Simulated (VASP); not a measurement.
# SrO (P6_3mc) in VASP: single point with LDA

Aim: the single point of SrO with LDA.

All numbers are computed with VASP 6.6.1; they aren't measurements. Logs are shortened: lines on timing, memory, paths and dates and some standing lists are left out, and cuts for length are marked.

### Step 1. Starting point

The structure is hexagonal, space group P6_3mc (No. 186). The conventional cell has a = 4.275 Å, b = 4.275 Å, c = 5.156 Å, α = 90.00°, β = 90.00°, γ = 120.00°. Around Sr (site symmetry 3m) lie 5 O at 2.47 to 2.58 Å. Around O (site symmetry 3m) lie 5 Sr at 2.47 to 2.58 Å.

Measurements of this composition are mostly on another form, of space group No. 225.

### Step 2. Single point, LDA

Input file INCAR:

```
SYSTEM = SrO
ALGO     = Normal         ! electronic algorithm
EDIFF    = 1E-6           ! SCF threshold, eV
ENCUT    = 520            ! plane-wave cutoff, eV
GGA      = CA             ! functional
ISIF     = 2              ! what is computed and relaxed
ISMEAR   = 0              ! smearing method
LASPH    = .TRUE.         ! aspherical terms in the spheres
LCHARG   = .FALSE.        ! write CHGCAR
LREAL    = .FALSE.        ! projectors in reciprocal space
LWAVE    = .FALSE.        ! write WAVECAR
NBANDS   = 24             ! bands
NELM     = 100            ! most SCF steps
PREC     = Accurate       ! precision mode
SIGMA    = 0.01           ! smearing width, eV
```

Input file KPOINTS:

```
k-points
0
G
  4 4 3
  0 0 0
```

Input file POSCAR:

```
SrO
1.0
    4.2754660000      0.0000000000      0.0000000000
   -2.1377330000      3.7026620000      0.0000000000
    0.0000000000      0.0000000000      5.1555950000
Sr O
2 2
Direct
    0.3333333333      0.6666666667      0.9381280000
    0.6666666667      0.3333333333      0.4381280000
    0.3333333333      0.6666666667      0.4368720000
    0.6666666667      0.3333333333      0.9368720000
```

Potentials or basis: VASP PAW LDA potentials, release 64 (Sr_sv, O).

The run is started by

```console
> cat potpaw_LDA.64/Sr_sv/POTCAR potpaw_LDA.64/O/POTCAR > POTCAR
> mpirun -np 1 vasp_std > vasp.out
```

OUTCAR:

```text
SYSTEM = SrO
   EDIFF = 1E-6
   ENCUT = 520
   GGA = CA
   ISIF = 2
   ISMEAR = 0
   LASPH = .TRUE.
   LREAL = .FALSE.
   NELM = 100
   PREC = Accurate

 ion  position               nearest neighbor table
   1  0.333  0.667  0.938-   4 2.47   4 2.47   4 2.47   3 2.57   3 2.58   2 3.57   2 3.57   2 3.57
                             2 3.57   2 3.57   2 3.57
   2  0.667  0.333  0.438-   3 2.47   3 2.47   3 2.47   4 2.57   4 2.58   1 3.57   1 3.57   1 3.57
                             1 3.57   1 3.57   1 3.57
   3  0.333  0.667  0.437-   2 2.47   2 2.47   2 2.47   1 2.57   1 2.58
   4  0.667  0.333  0.937-   1 2.47   1 2.47   1 2.47   2 2.57   2 2.58

  LATTYP: Found a hexagonal cell.
 ALAT       =     4.2754660000
 C/A-ratio  =     1.2058556892

  Lattice vectors:

 A1 = (   4.2754660000,   0.0000000000,   0.0000000000)
 A2 = (  -2.1377330000,   3.7026620000,   0.0000000000)
 A3 = (   0.0000000000,   0.0000000000,   5.1555950000)

Analysis of symmetry for initial positions (statically):
=====================================================================
 Subroutine PRICEL returns:
 Original cell was already a primitive cell.

 Routine SETGRP: Setting up the symmetry group for a
 hexagonal supercell.

 Subroutine GETGRP returns: Found 12 space group operations
 (whereof  6 operations were pure point group operations)
 out of a pool of 24 trial point group operations.

The static configuration has the point symmetry C_3v.
 The point group associated with its full space group is C_6v.

Analysis of symmetry for dynamics (positions and initial velocities):
=====================================================================
 Subroutine PRICEL returns:
 Original cell was already a primitive cell.

 Routine SETGRP: Setting up the symmetry group for a
 hexagonal supercell.

 Subroutine GETGRP returns: Found 12 space group operations
 (whereof  6 operations were pure point group operations)
 out of a pool of 24 trial point group operations.

The dynamic configuration has the point symmetry C_3v.
 The point group associated with its full space group is C_6v.

 Subroutine INISYM returns: Found 12 space group operations
 (whereof  6 operations are pure point group operations),
 and found     1 'primitive' translations

----------------------------------------------------------------------------------------

                                     Primitive cell

  volume of cell :      81.6162

  direct lattice vectors                    reciprocal lattice vectors
     4.275466000  0.000000000  0.000000000     0.233892633  0.135037981  0.000000000
    -2.137733000  3.702662000  0.000000000     0.000000000  0.270075962  0.000000000
     0.000000000  0.000000000  5.155595000     0.000000000  0.000000000  0.193964033

  length of vectors
     4.275466000  4.275465854  5.155595000     0.270075952  0.270075962  0.193964033

  position of ions in fractional coordinates (direct lattice)
     0.333333333  0.666666667  0.938128000
     0.666666667  0.333333333  0.438128000
     0.333333333  0.666666667  0.436872000
     0.666666667  0.333333333  0.936872000

  ion indices of the primitive-cell ions
   primitive index   ion index
                 1           1
                 2           2
                 3           3
                 4           4

----------------------------------------------------------------------------------------

 KPOINTS: k-points

Automatic generation of k-mesh.
 Grid dimensions read from file:
 generate k-points for:    4    4    3

 Generating k-lattice:

  Cartesian coordinates                     Fractional coordinates (reciprocal lattice)
     0.058473158  0.033759495  0.000000000     0.250000000  0.000000000  0.000000000
     0.000000000  0.067518990  0.000000000     0.000000000  0.250000000  0.000000000
     0.000000000  0.000000000  0.064654678     0.000000000  0.000000000  0.333333333

  Length of vectors
     0.067518988  0.067518990  0.064654678

  Shift w.r.t. Gamma in fractional coordinates (k-lattice)
     0.000000000  0.000000000  0.000000000

 Subroutine IBZKPT returns following result:
 ===========================================

 Found      8 irreducible k-points:

 Following reciprocal coordinates:
            Coordinates               Weight
  0.000000  0.000000  0.000000      1.000000
  0.250000  0.000000  0.000000      6.000000
  0.500000  0.000000  0.000000      3.000000
  0.250000  0.250000  0.000000      6.000000
  0.000000  0.000000  0.333333      2.000000
  0.250000  0.000000  0.333333     12.000000
  0.500000  0.000000  0.333333      6.000000
  0.250000  0.250000  0.333333     12.000000
   k-points           NKPTS =      8   k-points in BZ     NKDIM =      8   number of bands    NBANDS=     24
   number of dos      NEDOS =    301   number of ions     NIONS =      4
   total plane-waves  NPLWV =  40960
   dimension x,y,z NGX =    32 NGY =   32 NGZ =   40
   dimension x,y,z NGXF=    64 NGYF=   64 NGZF=   80
   ions per type =               2   2
   NGX,Y,Z   is equivalent  to a cutoff of  12.44, 12.44, 12.90 a.u.
   NGXF,Y,Z  is equivalent  to a cutoff of  24.89, 24.89, 25.80 a.u.
 SYSTEM =  SrO
   PREC   = accura    normal or accurate (medium, high low for compatibility)
   ISTART =      0    job   : 0-new  1-cont  2-samecut
   ICHARG =      2    charge: 1-file 2-atom 10-const
   ISPIN  =      1    spin polarized calculation?
   LNONCOLLINEAR =      F non collinear calculations
   LSORBIT =      F    spin-orbit coupling
   LASPH  =      T    aspherical Exc in radial PAW
   ENCUT  =  520.0 eV  38.22 Ry    6.18 a.u.   7.95  7.95  9.59*2*pi/ulx,y,z
   NELM   =    100;   NELMIN=  2; NELMDL= -5     # of ELM steps
   EDIFF  = 0.1E-05   stopping-criterion for ELM
   LREAL  =      F    real-space projection
   EDIFFG = 0.1E-04   stopping-criterion for IOM
   NSW    =      0    number of steps for IOM
   IBRION =     -1    ionic relax: 0-MD 1-quasi-New 2-CG
   NFREE  =      0    steps in history (QN), initial steepest desc. (CG)
   ISIF   =      2    stress and relaxation
   ISYM   =      2    0-nonsym 1-usesym 2-fastsym
   POTIM  = 0.5000    time-step for ionic-motion
   TEBEG  =    0.0;   TEEND  =   0.0 temperature during run
   PSTRESS=    0.0 pullay stress
   NELECT =      32.0000    total number of electrons
   NUPDOWN=      -1.0000    fix difference up-down
   EMIN   =  10.00;   EMAX   =-10.00  energy-range for DOS
   EFERMI =   0.00;   METHOD = LEGACY
   ISMEAR =     0;   SIGMA  =   0.01  broadening in eV -4-tet -1-fermi 0-gaus
   EFERMI_NEDOS =   21; number of points for ismear=-14 and -15
   IALGO  =     38    algorithm
   IMIX   =      4    mixing-type and parameters
     AMIX     =   0.40;   BMIX     =  1.00
     AMIX_MAG =   1.60;   BMIX_MAG =  1.00
  volume/ion in A,a.u.               =      20.40       137.69
  Fermi-wavevector in a.u.,A,eV,Ry     =   1.198209  2.264287 19.533962  1.435706
  Thomas-Fermi vector in A             =   2.334104
   LORBIT       =      0    0 simple, 1 ext, 2 COOP (PROOUT), +10 PAW based schemes
   GGA     = CA    functional components
   LHFCALC =     F    Hartree Fock is set to
   AEXX    =    0.0000 exact exchange contribution
   IVDW    =     0    specifies the selected vdW correction
   LEPSILON=     F    determine dielectric tensor
   LRPA    =     F    only Hartree local field effects (RPA)
 non-spin polarized calculation
 Gauss-broadening in eV      SIGMA  =   0.01
  energy-cutoff  :      520.00
  volume of cell :       81.62
 maximum number of plane-waves:      2204
 NGX is ok and might be reduce to    32
   NGX = 15   NGY = 15   NGZ = 19

 number of electron      32.0000008 magnetization

 Free energy of the ion-electron system (eV)
  ---------------------------------------------------
  ext. energy  EPLUGINS =         0.00000000
  ---------------------------------------------------
  free energy    TOTEN  =       -26.34128718 eV

  energy without entropy =      -26.34128718  energy(sigma->0) =      -26.34128718

 E-fermi :   0.5315     XC(G=0):  -9.4573

 val. band max:        0.4225753072   @ k =   0.0000   0.0000   0.0000
 cond. band min:       2.8666159214   @ k =   0.0000   0.0000   0.0000
 fundamental gap:      2.4440406141
 Fermi energy:         0.5314883725

 k-point     1 :       0.0000    0.0000    0.0000
  band No.  band energies     occupation
      1     -31.7035      2.00000
      2     -31.5308      2.00000
      3     -14.3713      2.00000
      4     -14.2736      2.00000
      5     -14.2633      2.00000
      6     -13.9501      2.00000
[... 16 lines left out ...]
     23       8.8769      0.00000
     24       9.1513      0.00000

 k-point     2 :       0.2500    0.0000    0.0000
  band No.  band energies     occupation
      1     -31.6725      2.00000
      2     -31.5436      2.00000
      3     -15.0833      2.00000
      4     -14.9852      2.00000
      5     -14.2444      2.00000
      6     -14.0243      2.00000
[... 16 lines left out ...]
     23       8.6872      0.00000
     24       9.0740      0.00000

 k-point     3 :       0.5000    0.0000    0.0000
  band No.  band energies     occupation
      1     -31.6276      2.00000
      2     -31.5702      2.00000
      3     -15.4627      2.00000
      4     -15.3626      2.00000
      5     -14.0902      2.00000
      6     -14.0481      2.00000
[... 16 lines left out ...]
     23       8.8890      0.00000
     24       9.1088      0.00000

 k-point     4 :       0.2500    0.2500    0.0000
  band No.  band energies     occupation
      1     -31.6277      2.00000
      2     -31.5700      2.00000
      3     -15.4168      2.00000
      4     -15.3680      2.00000
      5     -14.1740      2.00000
      6     -14.0494      2.00000
[... 16 lines left out ...]
     23       8.9037      0.00000
     24       9.3143      0.00000

 k-point     5 :       0.0000    0.0000    0.3333
  band No.  band energies     occupation
      1     -31.6599      2.00000
      2     -31.5735      2.00000
      3     -15.0649      2.00000
      4     -14.9051      2.00000
      5     -13.8730      2.00000
      6     -13.8730      2.00000
[... 16 lines left out ...]
     23       9.2962      0.00000
     24       9.2962      0.00000

 k-point     6 :       0.2500    0.0000    0.3333
  band No.  band energies     occupation
      1     -31.6394      2.00000
      2     -31.5749      2.00000
      3     -15.4666      2.00000
      4     -15.3775      2.00000
      5     -13.9294      2.00000
      6     -13.7864      2.00000
[... 16 lines left out ...]
     23       8.9471      0.00000
     24       9.3501      0.00000

 k-point     7 :       0.5000    0.0000    0.3333
  band No.  band energies     occupation
      1     -31.6119      2.00000
      2     -31.5832      2.00000
      3     -15.7585      2.00000
      4     -15.7041      2.00000
      5     -13.9814      2.00000
      6     -13.7578      2.00000
[... 16 lines left out ...]
     23       8.8555      0.00000
     24       9.4519      0.00000

 k-point     8 :       0.2500    0.2500    0.3333
  band No.  band energies     occupation
      1     -31.6120      2.00000
      2     -31.5832      2.00000
      3     -15.7360      2.00000
      4     -15.6987      2.00000
      5     -14.0561      2.00000
      6     -13.8079      2.00000
[... 16 lines left out ...]
     23       9.2339      0.00000
     24       9.3601      0.00000

------------------------ aborting loop because EDIFF is reached ----------------------------------------

  FORCE on cell =-STRESS in cart. coord.  units (eV):
  Direction    XX          YY          ZZ          XY          YZ          ZX
  --------------------------------------------------------------------------------------
  -------------------------------------------------------------------------------------
  Total       -1.9331183     -1.9331181     -2.1579327      0.0000000      0.0000000      0.0000000
  in kB      -37.9483323    -37.9483288    -42.3615813      0.0000000      0.0000000      0.0000000
  external PRESSURE =     -39.4194141 kB  Pullay stress =       0.0000000 kB

 VOLUME and BASIS-vectors are now :
 -----------------------------------------------------------------------------
  energy-cutoff  :      520.00
  volume of cell :       81.62
      direct lattice vectors                 reciprocal lattice vectors
     4.275466000  0.000000000  0.000000000     0.233892633  0.135037981  0.000000000
    -2.137733000  3.702662000  0.000000000     0.000000000  0.270075962  0.000000000
     0.000000000  0.000000000  5.155595000     0.000000000  0.000000000  0.193964033

 POSITION                                       TOTAL-FORCE (eV/Angst)
 -----------------------------------------------------------------------------------
     -0.00000      2.46844      4.83661        -0.000000      0.000000     -0.011524
      2.13773      1.23422      2.25881        -0.000000      0.000000     -0.011524
     -0.00000      2.46844      2.25234        -0.000000      0.000000      0.011524
      2.13773      1.23422      4.83013         0.000000     -0.000000      0.011524
 -----------------------------------------------------------------------------------
    total drift:                               -0.000000      0.000000      0.000371

  FREE ENERGIE OF THE ION-ELECTRON SYSTEM (eV)
  ---------------------------------------------------
  free  energy   TOTEN  =       -26.3412871815 eV

  energy  without entropy=      -26.3412871815  energy(sigma->0) =      -26.34128718
```

It took 15 s on 1 thread of Intel Xeon Platinum 8259CL at 2.50GHz (Skylake/Cascade Lake), shared host; peak memory 0.16 GiB.

Results:

| Item | Value |
| --- | --- |
| Free energy | -26.3413 eV |
| Pressure | -3.9 GPa |
| Largest force | 0.012 eV/Å |
| Band gap on the k mesh | 2.44 eV, direct |

Forces on the atoms (eV/Å):
```
Sr   0.000  0.000 -0.012
Sr   0.000  0.000 -0.012
O    0.000  0.000  0.012
O    0.000  0.000  0.012
```

Levels at points of the mesh, in eV from the valence-band top:
```csv
k point,band 13,band 14,band 15,band 16,band 17,band 18,band 19,band 20
"(0.00, 0.00, 0.00)",-0.90,-0.90,-0.34,0.00,2.44,5.99,5.99,7.01
"(0.50, 0.00, 0.00)",-0.37,-0.36,-0.35,-0.27,4.14,4.68,4.91,7.00
```

Caveat: the k mesh is coarse (spacing up to 0.42 Å⁻¹), so the values aren't converged.
